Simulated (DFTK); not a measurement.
Here is a DFTK 0.8.2 calculation.

run.jl

```julia
using DFTK
using PseudoPotentialData
using Unitful, UnitfulAtomic
using LinearAlgebra, Printf
include("save.jl")
disable_threading()

# lattice vectors are the columns
lattice = austrip(1u"Å") * [          3.17         -1.585            0.0;
                      0.0     2.74530053            0.0;
                      0.0            0.0          3.533]
symbols   = [:Zr, :B, :B]
positions = [[0.0, 0.0, 0.0],
             [0.6666666667, 0.3333333333, 0.5],
             [0.3333333333, 0.6666666667, 0.5]]
pseudopotentials = PseudoFamily("dojo.nc.sr.pbe.v0_4_1.standard.upf")
elements = Dict(s => ElementPsp(s, pseudopotentials) for s in unique(symbols))
atoms    = [elements[s] for s in symbols]

build_model(lattice, positions; symmetries=true) =
    model_DFT(lattice, atoms, positions;
              functionals=PBE(),
              temperature=austrip(0.1u"eV"),
              smearing=Smearing.FermiDirac(),
              symmetries)
Ecut  = 38.0  # hartree
kgrid = [10, 10, 8]
tol   = 1e-6
to_GPa = ustrip(uconvert(u"GPa", 1u"hartree/bohr^3"))

model = build_model(lattice, positions)
basis = PlaneWaveBasis(model; Ecut, kgrid)
display(basis)
scfres = self_consistent_field(basis;
                               tol,
                               nbandsalg=AdaptiveBands(model; n_bands_converge=14))
display(scfres.energies)
@printf "Fermi level: %.6f eV\n" ustrip(auconvert(u"eV", something(scfres.εF, NaN)))
forces = compute_forces_cart(scfres)
println("Forces (eV/Å)")
for (s, f) in zip(symbols, forces)
    @printf "%-3s %12.6f %12.6f %12.6f\n" s ustrip.(auconvert.(u"eV/Å", f))...
end
stress = compute_stresses_cart(scfres)
println("Stress (GPa)")
display(round.(stress * to_GPa; digits=4))
println("Levels at the first k-point (eV): ", round.(ustrip.(auconvert.(u"eV", scfres.eigenvalues[1][1:scfres.n_bands_converge])); digits=4))
save_scf!(scfres; forces, stress)
```

Potentials or basis: dojo.nc.sr.pbe.v0_4_1.standard.upf (PBE).

Launch:

```console
$ julia --threads=1 run.jl  # save.jl only writes the numbers to a file and isn't shown; printed stress counts tension as positive; times include loading and compiling
```

Problem. Predict the band gap on the k mesh.

Solution. None (metal or under the smearing width).

Problem. Predict the pressure.

Solution. 0.8 GPa.

Stress tensor (GPa, compression positive):
```
0.42 0.00 0.00
0.00 0.42 0.00
0.00 0.00 1.49
```
